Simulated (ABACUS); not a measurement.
Write an ASE script for ABACUS 3.10.1 that does the following.

```
Task                                          : relaxation of cell and atoms
Functional                                    : PBE
Potentials or basis                           : Ansatz NC PBE
Cutoff                                        : 1252 eV
Density cutoff                                : 5007 eV
Basis                                         : plane waves
k mesh                                        : 8 × 8 × 8
Occupations                                   : fermi-dirac, width 0.05 eV
Spin                                          : no spin polarisation
Max steps of the relaxation                   : 60
Force threshold                               : 0.005 eV/Å
Optimiser                                     : cg
Stress threshold                              : 0.2 kbar
Radial cutoff of the potentials (pseudo_rcut) : 10 bohr
SCF threshold on the density                  : 1e-08
Max SCF steps                                 : 100
Eigensolver                                   : dav
Mixing                                        : broyden
Mixing share                                  : 0.7
Symmetry key                                  : 1
Bands                                         : 13
```

The structure of GaN lies in GaN.cif:

```cif
data_GaN
_cell_length_a 3.18693112
_cell_length_b 3.18693112
_cell_length_c 3.18693112
_cell_angle_alpha 60.00000000
_cell_angle_beta 60.00000000
_cell_angle_gamma 60.00000000
_space_group_name_H-M_alt 'P1'
_space_group_name_Hall 'P 1'
_space_group_IT_number 1
loop_
_space_group_symop_operation_xyz
'x,y,z'
loop_
_atom_site_label
_atom_site_type_symbol
_atom_site_symmetry_multiplicity
_atom_site_Wyckoff_symbol
_atom_site_fract_x
_atom_site_fract_y
_atom_site_fract_z
_atom_site_occupancy
Ga1 Ga 1 a 0.0000000000 0.0000000000 0.0000000000 1
N1 N 1 a 0.2500000000 0.2500000000 0.2500000000 1
```

The cell is a database's computed one.

These files were run (other wordings do the same):

run_abacus.py

```python
"""ABACUS run from a structure file: ASE reads it, the script writes STRU, KPT and INPUT."""
import re
import subprocess
from ase.io import read
from ase.units import Bohr

atoms = read("GaN.cif")
atoms = atoms[(-atoms.numbers).argsort(kind="stable")]  # ABACUS lists atoms element by element
pseudo = {'Ga': 'Ga.upf', 'N': 'N.upf'}
orbital = {}
magmoms = None
kmesh = [8, 8, 8]
params = {
    'suffix': 'GaN',
    'calculation': 'cell-relax',
    'basis_type': 'pw',
    'pseudo_dir': './',
    'symmetry': 1,
    'dft_functional': 'pbe',
    'ecutwfc': 92,
    'pseudo_rcut': 10,
    'nspin': 1,
    'nbands': 13,
    'ks_solver': 'dav',
    'smearing_method': 'fd',
    'smearing_sigma': 0.00367493,
    'scf_thr': 1e-08,
    'scf_nmax': 100,
    'mixing_type': 'broyden',
    'mixing_beta': 0.7,
    'cal_force': 1,
    'cal_stress': 1,
    'relax_nmax': 60,
    'force_thr_ev': 0.005,
    'relax_method': 'cg',
    'out_stru': 1,
    'stress_thr': 0.2,
    'kpar': 4,
}

symbols = atoms.get_chemical_symbols()
elements = list(dict.fromkeys(symbols))
lines = ["ATOMIC_SPECIES"] + [f"{e} {atoms.get_masses()[symbols.index(e)]:.4f} {pseudo[e]}" for e in elements]
if orbital:
    lines += ["", "NUMERICAL_ORBITAL"] + [orbital[e] for e in elements]
lines += ["", "LATTICE_CONSTANT", f"{1 / Bohr:.10f}", "", "LATTICE_VECTORS"]
lines += [" ".join(f"{x:.10f}" for x in v) for v in atoms.cell]
lines += ["", "ATOMIC_POSITIONS", "Direct"]
for e in elements:
    lines += ["", e, "0.0", str(symbols.count(e))]
    for i, p in enumerate(atoms.get_scaled_positions(wrap=False)):
        if symbols[i] == e:
            mag = "" if magmoms is None else " mag " + " ".join(str(x) for x in (magmoms[i] if isinstance(magmoms[i], list) else [magmoms[i]]))
            lines.append(" ".join(f"{x:.10f}" for x in p) + " 1 1 1" + mag)
open("STRU", "w").write("\n".join(lines) + "\n")
open("KPT", "w").write("K_POINTS\n0\nGamma\n%d %d %d 0 0 0\n" % tuple(kmesh))
open("INPUT", "w").write("INPUT_PARAMETERS\n" + "".join(f"{k:<20s}{v}\n" for k, v in params.items()))

done = subprocess.run(['mpirun', '-np', '4', 'abacus'])
if done.returncode:
    raise SystemExit(done.returncode)
log = open("OUT.GaN/running_cell-relax.log").read()
print("final energy (eV):", re.findall(r"FINAL_ETOT_IS (\S+)", log))
```

Potentials or basis: Ansatz NC PBE, plane waves.

Command:

```sh
$ OMP_NUM_THREADS=1 python run_abacus.py > log
```

Results of the run:

```json
{"Relaxed volume": "11.78 Å³/atom", "Relaxed cell": "a = 3.218 Å, b = 3.218 Å, c = 3.218 Å, α = 60.00°, β = 60.00°, γ = 60.00°", "Space group after relaxing (to 0.05 Å)": "F-43m (No. 216)", "Energy gained by relaxing": "5.4 meV/atom", "Ionic steps": "3", "Pressure after relaxing": "0.0 GPa", "Band gap on the k mesh": "1.55 eV, direct"}
```

Wall time 43 s on 4 MPI ranks on Intel(R) Xeon(R) Platinum 8259CL CPU @ 2.50GHz (Skylake/Cascade Lake) (shared host), peak memory 0.36 GiB a rank.
